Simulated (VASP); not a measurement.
# VASP 6.6.1 run: LiBr

INCAR

```
ISMEAR = 0
NBANDS = 12
LASPH = .TRUE.
NSW = 0
LCHARG = .FALSE.
PREC = Accurate
NELM = 100
LWAVE = .FALSE.
ALGO = Normal
LREAL = .FALSE.
IBRION = -1
ENCUT = 100
EDIFF = 1E-7
METAGGA = R2SCAN
SIGMA = 0.01
ISIF = 2
```

KPOINTS

```
KPOINTS created by Atomic Simulation Environment
0
Gamma
8 8 8
0 0 0
```

POSCAR

```
Li Br
 1.0000000000000000
     0.0000000000000000    2.7258672215000002    2.7258672215000002
     2.7258672215000002    0.0000000000000000    2.7258672215000002
     2.7258672215000002    2.7258672215000002    0.0000000000000000
 Li  Br
   1   1
Cartesian
  0.0000000000000000  0.0000000000000000  0.0000000000000000
  2.7258672215000002  2.7258672215000002  2.7258672215000002
```

The recommended PBE PAW datasets give the neutral cell 10 valence electrons.

Command

```
mpirun -np 1 vasp_std
```

OSZICAR

```
N       E                     dE             d eps       ncg     rms          rms(c)
DAV:   1    -0.281185822932E+02   -0.28119E+02   -0.14114E+03   756   0.231E+02
DAV:   2    -0.407457972813E+02   -0.12627E+02   -0.12438E+02   860   0.647E+01
DAV:   3    -0.409341523728E+02   -0.18836E+00   -0.18833E+00   800   0.733E+00
DAV:   4    -0.409343463189E+02   -0.19395E-03   -0.19394E-03   804   0.273E-01
DAV:   5    -0.409343469084E+02   -0.58951E-06   -0.58951E-06   808   0.125E-02    0.264E+01
DAV:   6    -0.390291610513E+02    0.19052E+01   -0.28340E-01   764   0.305E+00    0.159E+01
DAV:   7    -0.390179688597E+02    0.11192E-01   -0.73999E-02   712   0.180E+00    0.399E-01
DAV:   8    -0.390177080160E+02    0.26084E-03   -0.17243E-03   804   0.246E-01    0.124E-01
DAV:   9    -0.390176362445E+02    0.71772E-04   -0.42019E-04   784   0.104E-01    0.187E-02
DAV:  10    -0.390176316614E+02    0.45831E-05   -0.19140E-05   804   0.227E-02    0.196E-02
DAV:  11    -0.390176352225E+02   -0.35611E-05   -0.84285E-07   792   0.477E-03    0.242E-03
DAV:  12    -0.390176356025E+02   -0.38004E-06   -0.38030E-08   700   0.106E-03    0.146E-03
DAV:  13    -0.390176352551E+02    0.34746E-06   -0.12293E-08   408   0.475E-04    0.642E-05
DAV:  14    -0.390176352852E+02   -0.30102E-07   -0.40926E-10   384   0.125E-04
   1 F= -.39017635E+02 E0= -.39017635E+02  d E =-.140583-118
```

It converged. Results: gap between bands v and c on the k mesh 5.98 eV; least direct gap on the k mesh 6.28 eV; pressure -50.9 GPa. Band v is the last that the valence electrons fill when counted band by band, and c is the next.

Task: Why shouldn't this run be trusted?

Result: Cutoff far too low. On sound settings r²SCAN gives a gap of 6.01 eV on its mesh and a pressure of 0.1 GPa for the intended cell. This run's energy (σ→0) differs from it by -9933 meV an atom.
